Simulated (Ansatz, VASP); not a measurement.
# Sr: VASP beside Ansatz

The input INCAR:

```
ALGO     = Fast           # electronic algorithm
EDIFF    = 1E-7           # SCF threshold, eV
ENCUT    = 520            # plane-wave cutoff, eV
GGA      = PE             # functional
ISIF     = 2              # what is computed and relaxed
ISMEAR   = 0              # smearing method
LASPH    = T              # aspherical terms in the spheres
LCHARG   = F              # write CHGCAR
LREAL    = F              # projectors in reciprocal space
LWAVE    = F              # write WAVECAR
NBANDS   = 17             # bands
NELM     = 80             # most SCF steps
PREC     = Accurate       # precision mode
SIGMA    = 0.15           # smearing width, eV
```

File KPOINTS:

```
k-points
0
Gamma
  15 15 8
```

POSCAR

```
Sr
1.0
    4.3454906469      0.0000000000      0.0000000000
   -2.1727453234      3.7633052921      0.0000000000
    0.0000000000      0.0000000000      5.9528876372
Sr
2
Direct
    0.3333333333      0.6666666667      0.2500000000
    0.6666666667      0.3333333333      0.7500000000
```

Input for Ansatz:

```yaml
crystal:
  lattice:
    - [4.3454906469, 0.0, 0.0]
    - [-2.1727453234, 3.7633052921, 0.0]
    - [0.0, 0.0, 5.9528876372]
  atoms:
    - { symbol: Sr, position: [0.3333333333, 0.6666666667, 0.25] }
    - { symbol: Sr, position: [0.6666666667, 0.3333333333, 0.75] }
basis:
  ecutwfc: 420
kpoints:
  mp_grid: { grid: [15, 15, 8] }
hamiltonian:
  xc: pbe
scf:
  occupations: { method: gaussian, width: 0.15 }
output:
  forces: true
  stress: true
  eigenvalues: true
```

Alike in both runs: task single point; functional PBE; k mesh 15 × 15 × 8; occupations gaussian, width 0.15 eV; no spin polarisation.

```csv
,VASP,Ansatz
version,VASP 6.6.1,Ansatz 0.2.0
potentials or method,"VASP PAW PBE potentials, release 64 (Sr_sv)","scalar-relativistic, plane waves, PAW"
plane-wave cutoff (eV),520,420
valence electrons in the cell,20,20
```

Ansatz gave:

| Property | Result |
| --- | --- |
| gap on the k mesh at the Fermi level (eV) | none |
| pressure (GPa) | 2.0 |
| largest component of the traceless stress (GPa) | 2.40 |

Q: Estimate VASP's values.

A: gap on the k mesh at the Fermi level (eV): none; pressure (GPa): 2.0; largest component of the traceless stress (GPa): 2.41.

A gap of «none» marks a metal or a gap that the smearing closes.
